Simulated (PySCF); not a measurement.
Vertical excitation energies

C3H6O2.
Numbering: `[CH3:1][CH2:2][C:3](=[O:4])[OH:5]` (hydrogens: H6, H7, H8 on C1; H9, H10 on C2; H11 on O5)

Cartesian coordinates in Å at the GFN2-xTB level; atoms count from 1:
```xyz
11
C3H6O2 angstrom
C     -1.4427    0.2291    0.4119
C     -0.1556   -0.5741    0.2931
C      1.0154    0.2902   -0.0984
O      0.9895    1.4719   -0.3050
O      2.1446   -0.4306   -0.1956
H     -2.2689   -0.4192    0.6912
H     -1.3336    1.0063    1.1636
H     -1.6754    0.7092   -0.5348
H     -0.2501   -1.3607   -0.4587
H      0.0948   -1.0596    1.2390
H      2.8875    0.1403   -0.4473
```

The calculation used TDDFT CAM-B3LYP/def2-SVPD, vertical, gas phase, core orbitals frozen in the response (PySCF).

Q: List the vertical singlet excitations with oscillator strengths and describe the spectrum.

A: 

| state | λ (nm) | E (eV) | f | symmetry | main configurations (H = HOMO, L = LUMO) |
| --- | --- | --- | --- | --- | --- |
| S1 | 207.6 | 5.97 | 0.0002 | – | H→L+1 (94%) |
| S2 | 163.4 | 7.59 | 0.054 | A′ | H→L (90%) |
| S3 | 147.6 | 8.40 | 0.029 | A′ | H→L+2 (59%), H-1→L+1 (26%) |
| S4 | 146.3 | 8.47 | 0.0032 | A″ | H-1→L (85%), H-1→L+2 (10%) |
| S5 | 139.6 | 8.88 | 0.129 | A′ | H-1→L+1 (61%), H→L+2 (23%) |
| S6 | 135.2 | 9.17 | 0.0002 | – | H-3→L+1 (64%), H-5→L+1 (20%), H-4→L+1 (10%) |
| S7 | 133.2 | 9.31 | 0.022 | A′ | H→L+3 (80%) |
| S8 | 132.4 | 9.36 | 0.0003 | – | H→L+4 (90%) |

Triplets, Tamm–Dancoff:

| state | E (eV) | λ (nm) | main configurations (H = HOMO, L = LUMO) |
| --- | --- | --- | --- |
| T1 | 5.46 | 227.2 | H→L+1 (93%) |
| T2 | 6.34 | 195.4 | H-1→L+1 (87%) |
| T3 | 7.40 | 167.4 | H→L (90%) |

The lowest singlet lies at 5.97 eV (208 nm, ultraviolet) and is dark (f under 0.0005); its leading configuration is HOMO→LUMO+1 (94%). The strongest level in the table is S5 at 8.88 eV (140 nm, f = 0.129). S1 has the pattern of n→π* at C=O. Of the 8 states listed, 4 reach f = 0.01 and 3 stay under 0.0005. The listed states span 3.39 eV, and the widest gap between neighbours is 1.62 eV (S1 to S2). Weighted by f, the mean energy of these states is 8.56 eV. Symmetry labels in Cs follow from the direction of the transition dipole and are given only for states with f of 0.002 or more. The window holds the lowest 8 singlets.

Hardware: Arm Neoverse V1, one thread (shared host). Cost: 18 s wall.

One conformer stands for the species.
